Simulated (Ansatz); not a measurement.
## Redistribution: C3H7Cl + C4H10O → C3H8O + C4H9Cl

Gas-phase species: C3H7Cl (1-chloropropane) `CCCCl`, singlet; C4H10O `CC(C)(C)O`, singlet; C3H8O (1-propanol) `CCCO`, singlet; C4H9Cl (2-chloro-2-methylpropane) `CC(C)(C)Cl`, singlet. The partners trade Cl for OH; both sit on C, so the bond types are kept.

Shapes, held fixed at every level: PBE0-D4/def2-TZVP. Flexible molecules stand in one conformer, not always the lowest. Programs: Ansatz 0.2.0. Electronic energies: no zero-point or thermal term.

Task: Estimate ΔE of this reaction.

Result: The highest level, CCSD(T)/CBS estimate, gives ΔE = +7.1 kJ/mol; the levels span +4.6 to +8.1. The column of differences is taken from that level and isn't an error. No measured value is set beside it here. The CBS estimate extrapolates MP2 from def2-TZVPP and def2-QZVPP and adds CCSD(T) − MP2 in the triple-zeta set, cores frozen.

| level | kind | ΔE (kJ/mol) | less CCSD(T)/CBS estimate |
| --- | --- | --- | --- |
| HF/def2-SVP | Hartree–Fock | +6.5 | -0.6 |
| r2SCAN0-D4/def2-TZVPP | global hybrid | +7.9 | +0.8 |
| wB97M-V/def2-TZVPP | range-separated hybrid | +8.1 | +1.0 |
| MP2/def2-SVP | perturbation theory | +4.6 | -2.5 |
| MP2/def2-TZVPP | perturbation theory | +5.1 | -2.0 |
| CCSD(T)/def2-SVP | coupled cluster or CI | +5.7 | -1.4 |
| CCSD/def2-SVP | coupled cluster or CI | +6.1 | -1.0 |
| CCSD(T)/CBS estimate | coupled cluster or CI | +7.1 | 0.0 |
